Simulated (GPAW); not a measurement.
# KCl (Sylvite) (Fm-3m) in GPAW: notebook

Aim: see how the results for KCl (Sylvite) move with the level of theory and the settings. Levels: PBE, TB-mBJ. Tasks: dielectric tensor, single point.

Everything below comes from runs of GPAW 26.7.0. Logs are shortened: lines on timing, memory, paths and dates and some standing lists are left out, and cuts for length are marked. The log counts tension as positive stress, the text compression.

**Experimental background.**

A printed reference work, monograph reports, for a bulk crystal of KCl: band gap 8.68 eV.

A printed reference work, textbook reports, for a bulk crystal of KCl at 80 K: high-frequency dielectric constant 2.19.

The runs below are set against these values where they give the same quantity.

## 1. The crystal as given

Symmetry: Fm-3m, No. 225, cubic system. Conventional cell: a = 6.293 Å, b = 6.293 Å, c = 6.293 Å, α = 90.00°, β = 90.00°, γ = 90.00°. Around K (site symmetry m-3m) lie 6 Cl at 3.15 Å. Cl (site symmetry m-3m) is surrounded by 6 K at 3.15 Å.

## 2. Dielectric tensor, PBE

File run.py:

```python
import numpy as np
from ase import Atoms
from ase.dft.bandgap import bandgap
from ase.io import write
from gpaw import GPAW, PW
from gpaw.response.df import DielectricFunction

atoms = Atoms(['K', 'Cl'],
              cell=[[0.0, 3.14647, 3.14647],
                    [3.14647, 0.0, 3.14647],
                    [3.14647, 3.14647, 0.0]],
              scaled_positions=[[0.0, 0.0, 0.0],
                                [0.5, 0.5, 0.5]],
              pbc=True)

calc = GPAW(mode=PW(450),
            xc='PBE',
            kpts={'size': (6, 6, 6), 'gamma': True},
            occupations={'name': 'fermi-dirac', 'width': 0.001},
            nbands=16,
            convergence={'density': 1e-06},
            maxiter=150,
            txt='gpaw.txt')
atoms.calc = calc
energy = atoms.get_potential_energy()
calc.write('gs.gpw')
write('result.traj', atoms)
print(f'Energy: {energy:.6f} eV')
print('Fermi level:', round(calc.get_fermi_level(), 4), 'eV')
print(f'Gap: {bandgap(calc)[0]:.4f} eV, direct: {bandgap(calc, direct=True)[0]:.4f} eV')

for size in [(13, 13, 13), (18, 18, 18)]:
    name = 'x'.join(str(n) for n in size)
    dense = calc.fixed_density(kpts={'size': size, 'gamma': True},
                               nbands=34, convergence={'bands': 28, 'eigenstates': 1e-7},
                               update_fermi_level=True, txt=f'dense-{name}.txt')
    dense.write(f'{name}.gpw', mode='all')
    df = DielectricFunction(f'{name}.gpw', frequencies=np.array([0.0]), hilbert=False, eta=0.001,
                            ecut=80, nbands=28, intraband=False, txt=f'df-{name}.txt')
    for xc in ['RPA', 'Bootstrap', 'LR0.3']:
        for direction in ['x', 'y', 'z', [0, 1, 1], [1, 0, 1], [1, 1, 0]]:
            e0, e = df.get_macroscopic_dielectric_constant(xc=xc, direction=direction)
            print(f'{name} {xc} {direction}: {e0:.4f} without, {e:.4f} with local fields')
```

Potentials or basis: GPAW PAW data sets (gpaw-data 1.2.1), pw.

Run with:

```console
$ OMP_NUM_THREADS=1 python run.py
```

gpaw.txt:

```text
__  _  _
 | _ |_)|_||  |
 |__||  | ||/\| - 26.7.0

Input parameters:
  mode=PW(ecut=450.00000000000006),
  convergence={'density': 1e-06},
  kpts=MonkhorstPack(size=(6, 6, 6), gamma=True),
  maxiter=150,
  nbands=16,
  occupations=Occupations(name='fermi-dirac', width=0.001),
  xc=XC(name='PBE')

Diagonalizing LCAO Hamiltonian
Converting LCAO to pw mode

                 Cl

       K

Atoms  # Å, Bohr magnetons
|   | symbol |        x |        y |        z |    initial magnetic moments |
|---|--------|----------|----------|----------|-----------------------------|
| 0 |      K | 0.000000 | 0.000000 | 0.000000 | ( 0.0000,  0.0000,  0.0000) |
| 1 |     Cl | 3.146470 | 3.146470 | 3.146470 | ( 0.0000,  0.0000,  0.0000) |

Unit cell  # Å
| periodic |        x |        y |        z |  lengths |    angles |
|----------|----------|----------|----------|----------|-----------|
|      yes | 0.000000 | 3.146470 | 3.146470 | 4.449781 | 60.000000 |
|      yes | 3.146470 | 0.000000 | 3.146470 | 4.449781 | 60.000000 |
|      yes | 3.146470 | 3.146470 | 0.000000 | 4.449781 | 60.000000 |

Number of symmetries: 48
Symmetry operations  # r_c * U_cc + t_c -> r_c
|    | kind |            matrix            |
|----|------|------------------------------|
|  0 |  σ   |  1, 0, 0,  1, 0,-1,  1,-1, 0 |
|  1 |  C2  |  1, 0, 0,  1,-1, 0,  1, 0,-1 |
|  2 |  E   |  1, 0, 0,  0, 1, 0,  0, 0, 1 |
|  3 |  σ   |  1, 0, 0,  0, 0, 1,  0, 1, 0 |
|  4 |  C4  |  1, 0,-1,  1, 0, 0,  1,-1, 0 |
|  5 |  S6  |  1, 0,-1,  1,-1, 0,  1, 0, 0 |
|  6 |  σ   |  1, 0,-1,  0, 1,-1,  0, 0,-1 |
|  7 |  C3  |  1, 0,-1,  0, 0,-1,  0, 1,-1 |
|  8 |  S6  |  1,-1, 0,  1, 0, 0,  1, 0,-1 |
|  9 |  C4  |  1,-1, 0,  1, 0,-1,  1, 0, 0 |
| 10 |  C3  |  1,-1, 0,  0,-1, 1,  0,-1, 0 |
| 11 |  σ   |  1,-1, 0,  0,-1, 0,  0,-1, 1 |
| 12 |  σ   |  0, 1, 0,  1, 0, 0,  0, 0, 1 |
| 13 |  C4  |  0, 1, 0,  0, 1,-1, -1, 1, 0 |
| 14 |  C3  |  0, 1, 0,  0, 0, 1,  1, 0, 0 |
| 15 |  S6  |  0, 1, 0, -1, 1, 0,  0, 1,-1 |
| 16 |  C2  |  0, 1,-1,  1, 0,-1,  0, 0,-1 |
| 17 |  σ   |  0, 1,-1,  0, 1, 0, -1, 1, 0 |
| 18 |  S4  |  0, 1,-1,  0, 0,-1,  1, 0,-1 |
| 19 |  C4  |  0, 1,-1, -1, 1, 0,  0, 1, 0 |
| 20 |  C3  |  0, 0, 1,  1, 0, 0,  0, 1, 0 |
| 21 |  σ   |  0, 0, 1,  0, 1, 0,  1, 0, 0 |
| 22 |  S6  |  0, 0, 1,  0,-1, 1, -1, 0, 1 |
| 23 |  C4  |  0, 0, 1, -1, 0, 1,  0,-1, 1 |
| 24 |  S4  |  0, 0,-1,  1, 0,-1,  0, 1,-1 |
| 25 |  C3  |  0, 0,-1,  0, 1,-1,  1, 0,-1 |
| 26 |  C2  |  0, 0,-1,  0,-1, 0, -1, 0, 0 |
| 27 |  S6  |  0, 0,-1, -1, 0, 0,  0,-1, 0 |
| 28 |  S4  |  0,-1, 1,  1,-1, 0,  0,-1, 0 |
| 29 |  C4  |  0,-1, 1,  0, 0, 1, -1, 0, 1 |
| 30 |  C2  |  0,-1, 1,  0,-1, 0,  1,-1, 0 |
| 31 |  σ   |  0,-1, 1, -1, 0, 1,  0, 0, 1 |
| 32 |  C3  |  0,-1, 0,  1,-1, 0,  0,-1, 1 |
| 33 |  S6  |  0,-1, 0,  0, 0,-1, -1, 0, 0 |
| 34 |  S4  |  0,-1, 0,  0,-1, 1,  1,-1, 0 |
| 35 |  C2  |  0,-1, 0, -1, 0, 0,  0, 0,-1 |
| 36 |  C2  | -1, 1, 0,  0, 1, 0,  0, 1,-1 |
| 37 |  S6  | -1, 1, 0,  0, 1,-1,  0, 1, 0 |
| 38 |  S4  | -1, 1, 0, -1, 0, 1, -1, 0, 0 |
| 39 |  C3  | -1, 1, 0, -1, 0, 0, -1, 0, 1 |
| 40 |  S6  | -1, 0, 1,  0, 0, 1,  0,-1, 1 |
| 41 |  C2  | -1, 0, 1,  0,-1, 1,  0, 0, 1 |
| 42 |  C3  | -1, 0, 1, -1, 1, 0, -1, 0, 0 |
| 43 |  S4  | -1, 0, 1, -1, 0, 0, -1, 1, 0 |
| 44 |  C2  | -1, 0, 0,  0, 0,-1,  0,-1, 0 |
| 45 |  i   | -1, 0, 0,  0,-1, 0,  0, 0,-1 |
| 46 |  σ   | -1, 0, 0, -1, 1, 0, -1, 0, 1 |
| 47 |  C2  | -1, 0, 0, -1, 0, 1, -1, 1, 0 |

BZ-sampling:
  Number of BZ points: 216
  Number of IBZ points: 16

  Monkhorst-Pack size: [6, 6, 6]
  Monkhorst-Pack shift: [0.08333333333333333, 0.08333333333333333, 0.08333333333333333]

K-points  # in reciprocal-cell coordinates
|     |                                coordinates |     weight |
|-----|--------------------------------------------|------------|
|   0 | (  0.00000000,   0.00000000,   0.00000000) | 0.00462963 |
|   1 | (  0.16666667,   0.16666667,   0.00000000) | 0.02777778 |
|   2 | (  0.16666667,   0.16666667,   0.16666667) | 0.03703704 |
|   3 | (  0.33333333,   0.16666667,   0.16666667) | 0.05555556 |
|   4 | (  0.33333333,   0.33333333,  -0.33333333) | 0.05555556 |
|   5 | (  0.33333333,   0.33333333,   0.00000000) | 0.02777778 |
|   6 | (  0.33333333,   0.33333333,   0.16666667) | 0.11111111 |
|   7 | (  0.33333333,   0.33333333,   0.33333333) | 0.03703704 |
|   8 | (  0.50000000,   0.33333333,  -0.33333333) | 0.11111111 |
|   9 | (  0.50000000,   0.33333333,  -0.16666667) | 0.05555556 |
| ... |                                            |            |
|  15 | (  0.50000000,   0.50000000,   0.50000000) | 0.01851852 |

Plane wave coefficients: 1363
Cutoff: 450.00000000000006 eV

Spin-components: 1 (collinear spins)
Bands:           16
Projectors:      10
Spin-degeneracy: 2
Datatype:        complex128

Parallelization:
  kpt:    1
  domain: 1
  band:   1

Density:
  Valence electrons: 16.0
  Components: 1
  Grid points: [24 24 24]
  Charge: 0.0  # |e|

Potential:
  Grid points: [24 24 24]

species:
  K:
    name:    Potassium
    Z:       19.0
    valence: 9
    core:    10
    charge:  0.0  # [|e|]
    compensation charges:
      type: gauss
      rc: 0.35  # [Å]
      lmax: 2
    cutoffs:
      filter: 1.91  # [Å]
      core: 1.27  # [Å]
    projectors
    | kind |    occ | energy [eV] | rcut [Å] |
    |------|--------|-------------|----------|
    |   3s |  2.000 |     -35.338 |    1.122 |
    |   4s |  1.000 |      -2.319 |    1.122 |
    |   3p |  6.000 |     -18.813 |    1.106 |
    |    p |        |       8.398 |    1.106 |
    |    d |        |       0.000 |    0.937 |

    Using partial waves for K as LCAO basis

  Cl:
    name:    Chlorine
    Z:       17.0
    valence: 7
    core:    10
    charge:  0.0  # [|e|]
    compensation charges:
      type: gauss
      rc: 0.25  # [Å]
      lmax: 2
    cutoffs:
      filter: 1.40  # [Å]
      core: 1.49  # [Å]
    projectors
    | kind |    occ | energy [eV] | rcut [Å] |
    |------|--------|-------------|----------|
    |   3s |  2.000 |     -20.689 |    0.794 |
    |   3p |  5.000 |      -8.594 |    0.794 |
    |    s |        |       6.523 |    0.794 |
    |    p |        |      18.617 |    0.794 |
    |    d |        |       0.000 |    0.794 |

    Using partial waves for Cl as LCAO basis

Reference energy: -28937.202614  # eV

eigensolver:
  PPCG
  Converge bands: occupied
  niter=2

density mixing:
  MSR1-Mixer
  Pratt-step length: 0.05
  Maximum mixing coefficient: 0.75
  Old densities: 10
  SVD Regularization: 0.005
  Good broyden scale: 1.0
  Trust region scale: 1.0
  Backstep threshold: 4.0
  History deletion threshold: 6.0
  Fourier metric: weight=20.0, sigma=0.015

occupation numbers:
  Fermi-Dirac:
    width: 0.0010  # eV

poisson solver:
  ecut: 3600.0000000000005  # eV

xc functional:
  name: PBE with 2 nearest neighbor stencil

convergence criteria:
- Maximum integral of absolute [dens]ity change: 1e-06 electrons / valence electron
- Maximum [total energy] change in last 3 cyles: 0.0005 eV / valence electron
- Maximum integral of absolute [eigenst]ate change: 4e-08 eV^2 / valence electron
maximum number of iterations: 150

SCF iterations
|iter     | |      energy | eigst |  dens |
|---------|-|-------------|-------|-------|
|iter:   1| |   -7.120828 | -0.38 |       |
|iter:   2| |   -7.081568 | -2.48 | -1.28 |
|iter:   3| |   -6.927424 | -1.85 | -1.32 |
|iter:   4| |   -6.932628 | -3.22 | -1.71 |
|iter:   5| |   -6.935296c| -4.08 | -2.09 |
|iter:   6| |   -6.935449c| -5.39 | -2.86 |
|iter:   7| |   -6.935465c| -6.43 | -3.49 |
|iter:   8| |   -6.935466c| -7.41c| -4.14 |
|iter:   9| |   -6.935466c| -8.07c| -5.10 |
|iter:  10| |   -6.935466c| -8.38c| -5.51 |
|iter:  11| |   -6.935466c| -9.47c| -6.81c|

Converged in 11 steps
Energy contributions relative to reference atoms: (reference = -28937.202614)

Energy contributions:
  Kinetic:           3.968218
  Coulomb:          -3.230619
  Zero:             -0.644832
  External:          0.000000
  Xc:               -7.028232
  Entropy:          -0.000000
  Spinorbit:         0.000000
  ----------------------------
  Free energy:      -6.935466
  Extrapolated:     -6.935466

dipole moment: (-22.928606, -22.928606, -22.928606)  # |e|*Ang

Fermi level: 1.678
Eigenvalues  # (at kpt = [0.000, 0.000, 0.000])
| band index |      eig [eV] | occ [0-2] |
|------------|---------------|-----------|
|          0 |       -27.499 |     2.000 |
|          1 |       -12.441 |     2.000 |
|          2 |       -10.991 |     2.000 |
|          3 |       -10.991 |     2.000 |
|          4 |       -10.991 |     2.000 |
|          5 |        -0.329 |     2.000 |
|          6 |        -0.329 |     2.000 |
|          7 |        -0.329 |     2.000 |
|          8 |         4.865 |     0.000 |
|          9 |         8.030 |     0.000 |
|         10 |         8.030 |     0.000 |
|         11 |         8.030 |     0.000 |
|         12 |         8.879 |     0.000 |
|         13 |         8.879 |     0.000 |
|         14 |        12.646 |     0.000 |
|         15 |        15.626 |     0.000 |

Gap: 5.194 eV
Transition (v -> c):
  (s=0, k=0, n=7, [0.00, 0.00, 0.00]) -> (s=0, k=0, n=8, [0.00, 0.00, 0.00])
No difference between direct/indirect transitions
# Writing to gs.gpw (mode='')
```

It took 4 min on 1 thread of Arm Neoverse V2, shared host; peak memory 0.55 GiB.

What came out:

| Property | Result |
| --- | --- |
| Free energy | -6.9355 eV |
| Band gap on the k mesh | 5.19 eV, direct |
| Electronic dielectric tensor (diagonal) | 2.16 |

Electronic dielectric tensor:
```
2.16 0.00 0.00
0.00 2.16 0.00
0.00 0.00 2.16
```

Caveat: the long-wavelength limit can be off by a per cent or two.

## 3. Single point, TB-mBJ

File run.py:

```python
from ase import Atoms
from ase.dft.bandgap import bandgap
from ase.io import write
from gpaw import GPAW, PW

atoms = Atoms(['K', 'Cl'],
              cell=[[0.0, 3.14647, 3.14647],
                    [3.14647, 0.0, 3.14647],
                    [3.14647, 3.14647, 0.0]],
              scaled_positions=[[0.0, 0.0, 0.0],
                                [0.5, 0.5, 0.5]],
              pbc=True)

calc = GPAW(mode=PW(600),
            xc='TB09',
            kpts={'size': (8, 8, 8), 'gamma': True},
            occupations={'name': 'fermi-dirac', 'width': 0.05},
            nbands=16,
            convergence={'density': 1e-05, 'energy': 1e-05},
            eigensolver='cg',
            maxiter=150,
            txt='gpaw.txt')
atoms.calc = calc
energy = atoms.get_potential_energy()
calc.write('gs.gpw')
write('result.traj', atoms)
print('Fermi level:', round(calc.get_fermi_level(), 4), 'eV')
print(f'Gap: {bandgap(calc)[0]:.4f} eV, direct: {bandgap(calc, direct=True)[0]:.4f} eV')
```

Potentials or basis: GPAW PAW data sets for LDA (gpaw-data 1.2.1), pw.

Run with:

```console
$ OMP_NUM_THREADS=1 python run.py
```

Wall time 2.2 min (1 thread of Arm Neoverse V1, shared host); peak memory 0.24 GiB.

The run converged. Its results:

```
Band gap on the k mesh : 8.36 eV, direct
```

Levels at points of the mesh, in eV from the valence-band top:
```tsv
k point	band 4	band 5	band 6	band 7	band 8	band 9	band 10	band 11	band 12
(0.00, 0.00, 0.00)	-10.97	-10.97	0.00	0.00	0.00	8.36	10.19	10.19	10.19
(0.50, 0.50, 0.00)	-11.00	-11.00	-0.42	-0.15	-0.15	8.93	10.69	11.00	11.67
(0.50, 0.50, 0.50)	-10.97	-10.75	-0.66	-0.22	-0.22	10.41	10.88	11.81	11.81
```

Caveat: a model potential gives levels but no total energy.

## 4. Against experiment

Step 2. Measured gap of KCl: 8.68 eV (a printed reference work, monograph). This calculation gives 5.19 eV (-3.49 eV). The value is that of PBE on a finite k mesh, which can miss the band edges, without temperature or zero-point motion. Semilocal functionals fall short of measured gaps as a rule. A measured high-frequency dielectric constant of KCl is 2.19 (80 K; a printed reference work, textbook); the calculated 2.16 misses it by -1.5 %.

Step 3. Measured gap of KCl: 8.68 eV (a printed reference work, monograph). This calculation gives 8.36 eV (-0.32 eV). The value is that of TB-mBJ on a finite k mesh, which can miss the band edges, without temperature or zero-point motion.
